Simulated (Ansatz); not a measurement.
Indium (omega (AlB2-type)) across density functionals

All rows: Ansatz, plane waves with scalar-relativistic PAW, 420 eV (500 eV for the SCAN forms), relaxed under each functional, no dispersion correction, no zero-point motion. B₀ comes from uniform scaling at fixed shape; a dash is a value not given.

| functional | V (Å³/atom) | cell | B₀ (GPa) | magnetic state | ΔE to body-centred tetragonal (meV/atom) |
| --- | --- | --- | --- | --- | --- |
| PBE | 27.92 | a = 5.383 Å, c = 3.337 Å (c/a = 0.620) | 33 | spin not included | 28 |
| r²SCAN | 26.76 | a = 5.312 Å, c = 3.286 Å (c/a = 0.619) | 39 | spin not included | 33 |
| PBEsol | 25.94 | a = 5.261 Å, c = 3.247 Å (c/a = 0.617) | 42 | spin not included | 30 |
| LDA | 24.97 | a = 5.196 Å, c = 3.204 Å (c/a = 0.617) | 47 | spin not included | 29 |
| revPBE | 28.88 | a = 5.441 Å, c = 3.379 Å (c/a = 0.621) | 29 | spin not included | 26 |
| BLYP | 31.49 | a = 5.586 Å, c = 3.495 Å (c/a = 0.626) | 21 | spin not included | 10 |

What does RPBE give?

V (Å³/atom): 29.27; cell: a = 5.465 Å, c = 3.395 Å (c/a = 0.621); B₀ (GPa): 28; magnetic state: spin not included; ΔE to body-centred tetragonal (meV/atom): 25.
